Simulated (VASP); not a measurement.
Crystal: CsPbBr3.

```xyz
5
Lattice="5.8700 0.0000 0.0000 0.0000 5.8700 0.0000 0.0000 0.0000 5.8700" Properties=species:S:1:pos:R:3 pbc="T T T"
Pb    2.9350    2.9350    2.9350
Cs    0.0000    0.0000    0.0000
Br    2.9350    2.9350    0.0000
Br    2.9350    0.0000    2.9350
Br    0.0000    2.9350    2.9350
```

Measurements of this composition are mostly on another form, of space group No. 62.

| Quantity | Value |
| --- | --- |
| Program | VASP 6.6.1 |
| Task | relaxation of cell and atoms |
| Functional | PBE |
| Potentials or basis | VASP PAW PBE potentials, release 64 (Pb_d, Cs_sv, Br) |
| Cutoff | 600 eV |
| k mesh | 4 × 4 × 4 |
| Occupations | gaussian, width 0.02 eV |
| Spin | no spin polarisation |

At the start: pressure 1.6 GPa; volume 40.45 Å³/atom.

Q: Where does the relaxation end?

A: Over 3 steps the energy falls by 13.5 meV/atom and the volume is 43.45 Å³/atom (+7.4 %); space group Pm-3m (No. 221, to 0.05 Å).

Step by step:
```tsv
step	energy change (eV)	largest force (eV/Å)	pressure (GPa)	volume (Å³)
1	0.0000	0.0000	1.56	202.26
2	-0.0651	0.0000	0.27	214.04
3	-0.0677	0.0000	-0.01	217.26
```

Final structure:
```
Pb Cs Br
1.0
     6.01163    0.00000    0.00000
     0.00000    6.01163    0.00000
     0.00000    0.00000    6.01163
Pb Cs Br
1 1 3
Direct
  0.50000 0.50000 0.50000
  0.00000 0.00000 0.00000
  0.50000 0.50000 0.00000
  0.50000 0.00000 0.50000
  0.00000 0.50000 0.50000
```
